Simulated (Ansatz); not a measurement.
Write the native input for Ansatz 0.2.0 that does the following.

- Task: single point
- Functional: PBE
- Potentials or basis: Ansatz PAW
- Cutoff: 420 eV (not typed: the program's choice for these potentials)
- k mesh: 13 × 13 × 13
- Occupations: gaussian, width 0.012 eV
- Spin: collinear spin, ferromagnetic start
- Starting moments: [1.0] μB

The system is Ni.

```xyz
1
Lattice="0.0000 1.7376 1.7376 1.7376 0.0000 1.7376 1.7376 1.7376 0.0000" Properties=species:S:1:pos:R:3 pbc="T T T"
Ni    0.0000    0.0000    0.0000
```

The input as run:

input.yaml

```yaml
crystal:
  lattice:
    - [0.0, 1.737572933, 1.737572933]
    - [1.737572933, 0.0, 1.737572933]
    - [1.737572933, 1.737572933, 0.0]
  atoms:
    - { symbol: Ni, position: [0.0, 0.0, 0.0], spin: 1.0 }
hamiltonian:
  xc: pbe
  pseudopotentials: { kind: paw }
magnetization:
  spin_polarized: true
kpoints:
  mp_grid: { grid: [13, 13, 13] }
scf:
  occupations: { method: gaussian, width: 0.012 }
output:
  forces: true
  stress: true
  eigenvalues: true
```

Potentials or basis: Ansatz PAW.

Launch:

```bash
$ ansatz run input.yaml --threads 2 --pin off --max-ram 5632MiB --backend cpu --events-out ev --progress --plain --runs-dir out
```

Results of the run:

```json
{"Pressure": "8.0 GPa", "Band gap on the k mesh": "none (metal or under the smearing width)", "Net moment": "0.64 μB per cell", "Absolute moment": "0.72 μB per cell", "Site moments": "Ni +0.68 μB"}
```

Wall time 1.8 s on 2 threads of Arm Neoverse V1, with other jobs on the host, peak memory 0.28 GiB.
